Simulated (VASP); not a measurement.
# InAs (F-43m) in VASP: further runs, part 2 of 2

VASP 6.6.1. Earlier steps stand in the parts before.

**3. Relaxation of cell and atoms, PBEsol**

This run uses another cell than the first one, of 28.24 Å³/atom, 1.027 times its volume.

Input file INCAR:

```
SYSTEM = InAs
ALGO = Normal ; EDIFF = 1E-7
EDIFFG = -0.002 ; ENCUT = 520
GGA = PS ; IBRION = 2
ISIF = 3 ; ISMEAR = 0
KPAR = 4 ; LASPH = .TRUE.
LCHARG = .FALSE. ; LREAL = .FALSE.
LWAVE = .FALSE. ; NELM = 80
NSW = 80 ; PREC = Accurate
SIGMA = 0.02
```

Input file KPOINTS:

```
k-points
0
G
  10 10 10
  0 0 0
```

Input file POSCAR:

```
InAs                                    
1.0
    0.0000000000      3.0451190924      3.0451190924
    3.0451190924      0.0000000000      3.0451190924
    3.0451190924      3.0451190924      0.0000000000
  In              As            
     1     1
Direct
     0.0000000000000000    0.0000000000000000    0.0000000000000000
     0.2500000000000000    0.2500000000000000    0.2500000000000000
```

Potentials or basis: VASP PAW PBE potentials, release 64 (In_d, As).

The run is started by

```bash
> cat potpaw_PBE.64/In_d/POTCAR potpaw_PBE.64/As/POTCAR > POTCAR
> mpirun -np 4 vasp_std > vasp.out
```

OUTCAR:

```text
SYSTEM = InAs
   EDIFF = 1E-7
   EDIFFG = -0.002
   ENCUT = 520
   GGA = PS
   IBRION = 2
   ISIF = 3
   ISMEAR = 0
   LASPH = .TRUE.
   LREAL = .FALSE.
   NELM = 80
   NSW = 80
   PREC = Accurate

 ion  position               nearest neighbor table
   1  0.000  0.000  0.000-   2 2.64   2 2.64   2 2.64   2 2.64
   2  0.250  0.250  0.250-   1 2.64   1 2.64   1 2.64   1 2.64

  LATTYP: Found a face centered cubic cell.
 ALAT       =     6.0902381848

  Lattice vectors:

 A1 = (   0.0000000000,   3.0451190924,   3.0451190924)
 A2 = (   3.0451190924,   0.0000000000,   3.0451190924)
 A3 = (   3.0451190924,   3.0451190924,   0.0000000000)

Analysis of symmetry for initial positions (statically):
=====================================================================
 Subroutine PRICEL returns:
 Original cell was already a primitive cell.

 Routine SETGRP: Setting up the symmetry group for a
 face centered cubic supercell.

 Subroutine GETGRP returns: Found 24 space group operations
 (whereof 24 operations were pure point group operations)
 out of a pool of 48 trial point group operations.

The static configuration has the point symmetry T_d .

Analysis of symmetry for dynamics (positions and initial velocities):
=====================================================================
 Subroutine PRICEL returns:
 Original cell was already a primitive cell.

 Routine SETGRP: Setting up the symmetry group for a
 face centered cubic supercell.

 Subroutine GETGRP returns: Found 24 space group operations
 (whereof 24 operations were pure point group operations)
 out of a pool of 48 trial point group operations.

The dynamic configuration has the point symmetry T_d .

 Subroutine INISYM returns: Found 24 space group operations
 (whereof 24 operations are pure point group operations),
 and found     1 'primitive' translations

----------------------------------------------------------------------------------------

                                     Primitive cell

  volume of cell :      56.4733

[... 115 lines left out ...]
   AEXX    =    0.0000 exact exchange contribution
   IVDW    =     0    specifies the selected vdW correction
   LEPSILON=     F    determine dielectric tensor
   LRPA    =     F    only Hartree local field effects (RPA)
 conjugate gradient relaxation of ions
 non-spin polarized calculation
 Gauss-broadening in eV      SIGMA  =   0.02
  energy-cutoff  :      520.00
  volume of cell :       56.47
 maximum number of plane-waves:      1533
   NGX = 17   NGY = 17   NGZ = 17

 number of electron      17.9999992 magnetization

 Free energy of the ion-electron system (eV)
  ---------------------------------------------------
  ext. energy  EPLUGINS =         0.00000000
  ---------------------------------------------------
  free energy    TOTEN  =        -8.48986995 eV

  energy without entropy =       -8.48983910  energy(sigma->0) =       -8.48985452

 E-fermi :   4.1654     XC(G=0):  -9.1912

 val. band max:        4.1592776391   @ k =   0.0000   0.0000   0.0000
 cond. band min:       4.9882929006   @ k =   0.5000   0.0000   0.0000
 fundamental gap:      0.8290152615
 Fermi energy:         4.1653689793

 k-point     1 :       0.0000    0.0000    0.0000
  band No.  band energies     occupation
      1     -10.1299      2.00000
      2     -10.1299      2.00000
      3     -10.1299      2.00000
      4     -10.0107      2.00000
      5     -10.0107      2.00000
      6      -7.5943      2.00000
      7       3.7689      2.00000
      8       4.1593      1.33334
      9       4.1593      1.33333
     10       4.1593      1.33333
     11       8.0062      0.00000
     12       8.0062      0.00000
     13       8.0062      0.00000
[... 354 lines left out ...]
  band No.  band energies     occupation
      1     -10.2711      2.00000
      2     -10.0735      2.00000
      3     -10.0713      2.00000
      4     -10.0356      2.00000
      5      -9.9945      2.00000
      6      -6.1830      2.00000
      7      -0.7986      2.00000
      8       2.0035      2.00000
      9       2.2686      2.00000
     10       6.1201      0.00000
     11       6.8533      0.00000
     12      10.6536      0.00000
     13      11.4161      0.00000

 [... further k-points ...]
[... 5 lines left out ...]
  --------------------------------------------------------------------------------------
  -------------------------------------------------------------------------------------
  Total        0.0009036      0.0009036      0.0009036      0.0000000     -0.0000000      0.0000000
  in kB        0.0256366      0.0256366      0.0256366      0.0000000     -0.0000000      0.0000000
  external PRESSURE =       0.0256366 kB  Pullay stress =       0.0000000 kB

 VOLUME and BASIS-vectors are now :
 -----------------------------------------------------------------------------
  energy-cutoff  :      520.00
  volume of cell :       56.47
      direct lattice vectors                 reciprocal lattice vectors
     0.000000000  3.045119092  3.045119092    -0.164197191  0.164197191  0.164197191
     3.045119092  0.000000000  3.045119092     0.164197191 -0.164197191  0.164197191
     3.045119092  3.045119092  0.000000000     0.164197191  0.164197191 -0.164197191

 POSITION                                       TOTAL-FORCE (eV/Angst)
 -----------------------------------------------------------------------------------
      0.00000      0.00000      0.00000         0.000000     -0.000000      0.000000
      1.52256      1.52256      1.52256        -0.000000      0.000000     -0.000000
 -----------------------------------------------------------------------------------
    total drift:                               -0.000000     -0.000000     -0.000000

  FREE ENERGIE OF THE ION-ELECTRON SYSTEM (eV)
  ---------------------------------------------------
  free  energy   TOTEN  =        -8.4898699502 eV

  energy  without entropy=       -8.4898390977  energy(sigma->0) =       -8.48985452

 reached required accuracy - stopping structural energy minimisation
```

OSZICAR:

```text
N       E                     dE             d eps       ncg     rms          rms(c)
DAV:   1     0.113708952595E+03    0.11371E+03   -0.85259E+03  1222   0.148E+03
DAV:   2    -0.435503920738E+00   -0.11414E+03   -0.11091E+03  1252   0.319E+02
DAV:   3    -0.856133553777E+01   -0.81258E+01   -0.80757E+01  1637   0.905E+01
DAV:   4    -0.877079231005E+01   -0.20946E+00   -0.20933E+00  1366   0.164E+01
DAV:   5    -0.878028639555E+01   -0.94941E-02   -0.94937E-02  1838   0.311E+00    0.429E+00
DAV:   6    -0.852116944721E+01    0.25912E+00   -0.45897E-01  1854   0.136E+01    0.237E+00
DAV:   7    -0.849119523919E+01    0.29974E-01   -0.12649E-01  1693   0.389E+00    0.670E-01
DAV:   8    -0.848955948707E+01    0.16358E-02   -0.12722E-02  1531   0.163E+00    0.199E-01
DAV:   9    -0.848980367469E+01   -0.24419E-03   -0.10296E-03  1507   0.411E-01    0.109E-01
DAV:  10    -0.848985357673E+01   -0.49902E-04   -0.11842E-04  1881   0.145E-01    0.738E-02
DAV:  11    -0.848986990018E+01   -0.16323E-04   -0.49593E-05  1312   0.100E-01    0.430E-02
DAV:  12    -0.848986991445E+01   -0.14271E-07   -0.48727E-06  1357   0.200E-02    0.121E-02
DAV:  13    -0.848986995338E+01   -0.38932E-07   -0.10453E-06  1512   0.704E-03    0.699E-03
DAV:  14    -0.848986995017E+01    0.32135E-08   -0.78844E-08   949   0.326E-03
   1 F= -.84898700E+01 E0= -.84898545E+01  d E =-.848987E+01
```

Wall time 5.9 s (4 MPI ranks of Intel Xeon Platinum 8488C (Sapphire Rapids), shared host); peak memory 0.19 GiB.

What came out:

| Property | Result |
| --- | --- |
| Free energy | -8.4899 eV |
| Pressure after relaxing | 0.0 GPa |
| Band gap on the k mesh | none (metal or under the smearing width) |

Final structure:
```
In As
1.0
     0.00000    3.04512    3.04512
     3.04512    0.00000    3.04512
     3.04512    3.04512    0.00000
In As
1 1
Direct
  0.00000 0.00000 0.00000
  0.25000 0.25000 0.25000
```

Caveat: the relaxation stopped at its first step, so nothing moved; the PAW data sets were made with another functional, which shifts forces and pressure a little; this crystal is a semiconductor, whose small gap the functional closes, so the metal is an error of the method.
